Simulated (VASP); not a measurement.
Write the native input for VASP 6.6.1 that does the following.

```yaml
Task: relaxation of cell and atoms
Functional: PBE
Potentials_or_basis: VASP PAW PBE potentials, release 64 (Ti_sv, Se)
Cutoff: 600 eV
k_mesh: 12 × 12 × 6
Occupations: methfessel-paxton, width 0.1 eV
Spin: no spin polarisation
Further_INCAR_settings: ALGO = Normal; EDIFF = 1e-06; IBRION = 2; EDIFFG = -0.01; NSW = 90; ISIF = 3
```

The structure of TiSe2 lies in POSCAR:

```
TiSe2
1.0
    3.5360000000      0.0000000000      0.0000000000
   -1.7680000000      3.0622658300      0.0000000000
    0.0000000000      0.0000000000      6.0040000000
Ti Se
1 2
Direct
    0.0000000000      0.0000000000      0.0000000000
    0.3333333300      0.6666666700      0.2552000000
    0.6666666700      0.3333333300      0.7448000000
```

One way to write it, as run:

INCAR

```
PREC = Accurate
ENCUT = 600
EDIFF = 1E-6
ISMEAR = 1
SIGMA = 0.1
LREAL = F
LASPH = T
NELM = 80
ALGO = Normal
ISIF = 3
LWAVE = F
LCHARG = F
GGA = PE
IBRION = 2
NSW = 90
EDIFFG = -0.01
```

KPOINTS

```
regular mesh
0
Gamma
  12 12 6
```

Potentials or basis: VASP PAW PBE potentials, release 64 (Ti_sv, Se).

Command:

```console
$ cat potpaw_PBE.64/Ti_sv/POTCAR potpaw_PBE.64/Se/POTCAR > POTCAR
$ mpirun -np 1 vasp_std > vasp.out
```

It gave:

- Relaxed volume: 24.27 Å³/atom
- Relaxed cell: a = 3.545 Å, b = 3.545 Å, c = 6.690 Å, α = 90.00°, β = 90.00°, γ = 120.00°
- Space group after relaxing (to 0.05 Å): P-3m1 (No. 164)
- Energy gained by relaxing: 10.0 meV/atom
- Ionic steps: 16
- Pressure after relaxing: 0.0 GPa
- Largest force after relaxing: 0.004 eV/Å
- Band gap on the k mesh: none (metal or under the smearing width)

Caveat: this functional lacks dispersion, which binds the layers, so the pressure and a relaxed spacing across them are unreliable; the volume moved by +12 % from the deposited cell, more than functionals usually miss.

Wall time 21 min on 1 thread of Intel(R) Xeon(R) Platinum 8375C CPU @ 2.90GHz (Ice Lake), on a shared host, peak memory 0.3 GiB.
